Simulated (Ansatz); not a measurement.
# Polymorphs of HfSi3O8

The calculation used Ansatz, DFT PBE, scalar-relativistic, plane waves, PAW. Settings: cutoff 420 eV, Γ-centred meshes spaced at most about 0.3 Å⁻¹ (2π included), Gaussian smearing. No spin polarisation.

Formation energies are uncorrected and refer to the elements' standard structures at the same level (O₂ as a molecule).

All energies are static (0 K, no zero-point motion). The comparison covers the computed candidates alone. These runs have no spin–orbit coupling, which can matter for Hf. Kohn–Sham gaps at this level usually fall short of measured ones.

Invented guesses were relaxed alike, and ends that match in structure were merged. ΔE counts from the first row. Coordination counts O atoms around Hf and Si (those within 1.25 times the shortest such distance or 1.15 times the sum of covalent radii, 1.27 where that leaves under three; a plus sign parts nearer from farther groups; a slash parts the counts of unlike sites). The ends were matched against large subsets of the Crystallography Open Database and the Materials Project, so a missing match doesn't prove that a structure is unreported.

```
#                                        reached from  type and space group  atoms  Å³/atom    coordination  ΔE (meV/atom)  gap on mesh (eV)  in databases                                                checks
1  a relaxed cell, shaken at random and relaxed again            P1 (No. 1)     12     18.5      Hf 4, Si 4              0              5.02      no match                                                     -
2  a relaxed cell, shaken at random and relaxed again            C2 (No. 5)     12     18.3      Hf 4, Si 4              1              5.11      no match  no imaginary mode at Γ (other wave vectors untested)
3                     Hf/Si ordered on a cell of SiO2          P-4 (No. 81)     12     18.7      Hf 4, Si 4              9              4.91      no match                    imaginary modes at Γ (to 31i cm⁻¹)
4                     Hf/Si ordered on a cell of SiO2       P-4m2 (No. 115)     12     20.1      Hf 4, Si 4             14              4.66      no match                                                     -
5                     Hf/Si ordered on a cell of SiO2        P3m1 (No. 156)     12     20.1      Hf 4, Si 4             37              4.49      no match                                                     -
6                   Hf and Si ordered on rutile sites         Cmmm (No. 65)     12      9.2  Hf 6, Si 4+2/6            238              3.36      no match                                                     -
7                 Hf and Si ordered on fluorite sites      P4/mmm (No. 123)     12      8.9      Hf 8, Si 8           1024              0.35      no match                                                     -
```

The first two are tied within the noise. The first: Space group P1 (No. 1), triclinic, a = 5.296 Å, b = 5.303 Å, c = 9.106 Å, α = 90.3°, β = 90.9°, γ = 119.7°. Hf has 4 O at 1.94–1.95 Å; Si on its first site has 4 O at 1.62–1.63 Å; around Si on its second site lie 4 O at 1.62–1.63 Å; Si on its third site is surrounded by 4 O at 1.63 Å; around O on its first site lie 1 Si at 1.63 Å and 1 Hf at 1.94 Å; 7 more sites not described. Its energy over the elements is −2.881 eV/atom. Whether it is stable depends on the other phases of the system, which aren't compared here. An observed structure of this formula, if there is one, may be missing.

```
CELL_PARAMETERS angstrom
5.29550 0.00000 0.00000
-2.62698 4.60676 0.00000
-0.14068 -0.13799 9.10367
ATOMIC_POSITIONS crystal
Hf 0.32128 0.65757 0.93751
Si 0.67943 0.34416 0.43258
Si 0.65085 0.31953 0.08077
Si 0.34929 0.67971 0.54685
O 0.62295 0.00978 0.03297
O 0.52997 0.51163 0.51205
O 0.02809 0.51050 0.46763
O 0.95780 0.58199 0.02285
O 0.31523 0.68600 0.72370
O 0.62612 0.34353 0.25687
O 0.53079 0.01111 0.48825
O 0.38820 0.34449 0.99798
```

The second: Space group C2 (No. 5), monoclinic, a = 7.531 Å, b = 7.669 Å, c = 7.592 Å, β = 90.0°. Around Hf lie 4 O at 1.94–1.95 Å; around Si on a site of symmetry 1 lie 4 O at 1.62–1.63 Å; Si on a site of symmetry 2 is surrounded by 4 O at 1.63 Å; around O on its first site lie 1 Si at 1.62 Å and 1 Hf at 1.95 Å; 3 more sites not described. Counting O atoms around Hf and Si, the first and the second both have Hf 4, Si 4. Shaken at random and relaxed again, row 3 came back. Shaken at random and relaxed again, row 4 falls into row 2, 13 meV/atom lower, so it is a saddle point or a shallow minimum. Shaken at random and relaxed again, row 5 falls into row 1, 37 meV/atom lower, so it is a saddle point or a shallow minimum. Cells without such a test can be saddle points.
